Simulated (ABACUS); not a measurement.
Runs of ABACUS 3.10.1 on HfB2. It takes space group P6/mmm (No. 191, hexagonal). The conventional cell has a = 3.140 Å, b = 3.140 Å, c = 3.480 Å, α = 90.00°, β = 90.00°, γ = 120.00°. Hf (site symmetry 6/mmm) has 12 B at 2.51 Å as nearest neighbours. Around B (site symmetry -6m2) lie 3 B at 1.81 Å. 

```tsv
task	potentials or basis	cutoff (eV)	SCF threshold on the density	eigensolver	gap on the mesh (eV)	pressure (GPa)	V0 of scaled cells (Å³/atom)	B0 (GPa)
single point	PseudoDojo NC SR 0.4.1 PBE standard, DZP LCAO (the cutoffs set its grid)	1361	1e-07	genelpa	none	2.5	-	-
single point	PseudoDojo NC SR 0.4.1 PBE standard, plane waves	1034	1e-08	dav	none	1.7	-	-
equation of state	PseudoDojo NC SR 0.4.1 PBE standard, plane waves	1034	1e-08	dav	-	-	9.97	251
equation of state	PseudoDojo NC SR 0.4.1 PBE standard, DZP LCAO (the cutoffs set its grid)	1361	1e-07	genelpa	-	-	(a)	251
```

Alike in all rows: level PBE; no spin polarisation; cell as given; k mesh 10 × 10 × 8; smearing fermi-dirac 0.05 eV.

**Question.** Fill in the values left out.

**Answer.** (a) 10.00.

Caveats: the atomic orbitals were generated for these runs and aren't a published set (some runs); the basis of atomic orbitals isn't converged, which shifts pressures, moduli and gaps (some runs); the cell was scaled at fixed shape and fractional positions, which overstates the stiffness of a crystal with free parameters, most of all of layers and chains (some runs); there are fewer bands than atomic start orbitals, so a level may be missed at k points of high symmetry (some runs).

A k mesh can miss the band edges, and the runs leave out spin-orbit coupling on Hf.

A gap of «none» marks a metal or a gap under the smearing width.

Not every run made on this cell is shown here.
